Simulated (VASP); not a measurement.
Input of a VASP 6.6.1 run:

Contents of INCAR:

```
PREC     = Accurate       # precision mode
ENCUT    = 520            # plane-wave cutoff, eV
EDIFF    = 1E-6           # SCF threshold, eV
ISMEAR   = -1             # smearing method
SIGMA    = 0.02           # smearing width, eV
LREAL    = Auto         
LASPH    = T              # aspherical terms in the spheres
NELM     = 100            # most SCF steps
ALGO     = Fast           # electronic algorithm
ISIF     = 2              # what is computed and relaxed
LWAVE    = F              # write WAVECAR
LCHARG   = F              # write CHGCAR
GGA      = PS             # functional
NBANDS   = 66             # bands
```

File KPOINTS:

```
regular mesh
0
Gamma
  1 1 1
```

File POSCAR:

```
H21ClO10
1.0
    7.0540040000      0.0000000000      0.0000000000
    0.0000000000      7.0540040000      0.0000000000
    0.0000000000      0.0000000000      7.0540040000
O H Cl
10 21 1
Direct
    0.6311592678      0.1154663366      0.0232066781
    0.1602210603      0.2386871343      0.1282959295
    0.4896368077      1.0039688098      0.5856248451
    0.1991209531      0.8652107371      0.9034443417
    0.5562798093      0.6410260045      0.8440029237
    0.0728238884      0.2924296612      0.6933650732
    0.8441872162      0.8554857638      0.5559112243
    0.7023812292      0.3469093581      0.6261408414
    0.9987802672      0.7040965670      0.2192797169
    0.8145019481      0.3889989288      0.2378507299
    0.6712783265      0.0616671042     -0.0944002867
    0.4909552079      0.1004677627      0.0298837370
    0.1210092878      0.3153528124      0.0121207757
    0.1369576768      0.1075417593      0.0866458255
    0.6237308626      0.9466396673      0.5550748199
    0.4109864412      1.0222988249      0.4666569511
    0.2435779736      0.9551171221      0.8054999685
    0.3096964504      0.7843063316      0.9233195785
    0.5474195932      0.7069318362      0.7180602676
    0.5941590053      0.5178760885      0.7847174456
    0.1150126935      0.4057411932      0.6360359308
   -0.0583214866      0.3059397188      0.6573713312
    0.9023527631      0.8235181040      0.4291038111
    0.9518423863      0.8973059839      0.6367731008
    0.6203427160      0.2288345740      0.6090016394
    0.7207254206      0.4057695459      0.5021545210
    0.9143034226      0.5780121474      0.2239720873
    1.0298831699      0.7171388051      0.0829174466
    0.7326902565      0.3339096490      0.1421462194
    0.9371131630      0.3181313762      0.2317690775
    0.1762261547      0.6404164217      0.3124041325
    0.2888288694      0.5626308122      0.4594411911
```

Potentials or basis: VASP PAW PBE potentials, release 64 (O, H, Cl).

Launch:

```sh
$ cat potpaw_PBE.64/O/POTCAR potpaw_PBE.64/H/POTCAR potpaw_PBE.64/Cl/POTCAR > POTCAR
$ mpirun -np 1 vasp_gam > vasp.out
```

(1) Predict the band gap on the k mesh.

(2) What does it give for the largest force?

Results:

(1) 4.20 eV, direct.

(2) 2.406 eV/Å.

Caveat: the PAW data sets were made with another functional, which shifts forces and pressure a little.
